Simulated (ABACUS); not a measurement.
## PtSe2 (Sudovikovite) under changes of volume

One of the cells (20.265 Å³/atom); the others are scaled copies at fixed shape and fractional positions:

```
Pt Se
1.0
     3.72400    0.00000    0.00000
    -1.86200    3.22508    0.00000
     0.00000    0.00000    5.06200
Pt Se
1 2
Direct
  0.00000 0.00000 0.00000
  0.66667 0.33333 0.75000
  0.33333 0.66667 0.25000
```

- Program: ABACUS 3.10.1
- Functional: PBEsol
- Potentials or basis: PseudoDojo NC SR 0.4.1 PBEsol standard
- Cutoff: 1184 eV
- Density cutoff: 4735 eV
- Basis: plane waves
- k mesh: 8 × 8 × 5
- Occupations: fermi-dirac, width 0.05 eV
- Spin: no spin polarisation

```tsv
volume (Å³/atom)	energy over the lowest point (meV/atom)	pressure (GPa)	largest force (eV/Å)
19.049	?	?	?
19.455	27.10	8.2	0.898
19.860	10.56	4.9	0.609
20.265	1.81	2.0	0.344
20.671	0.00	-0.6	0.090
21.076	4.37	-2.9	0.133
21.481	14.24	-4.9	0.337
```

What does the run at 19.049 Å³/atom give?

Energy over the lowest point 52.38 meV/atom; pressure 11.9 GPa; largest force 1.212 eV/Å.

Worked out: A Birch-Murnaghan fit of order 3 (a polynomial in V^(-2/3)) to the other rows has its minimum at 20.58 Å³/atom with B0 = V·E''(V) = 127 GPa and B' = 4.9 at fixed shape and positions, which overstates the stiffness. It gives 52.47 meV/atom at 19.049 Å³/atom, against the run's 52.38, and -dE/dV = 11.9 GPa, against 11.9.

Energies are extrapolated to zero smearing.

Caveats: forces of over 1 eV/Å show positions far from the minimum, so gaps and moduli don't describe the material at rest (some runs).
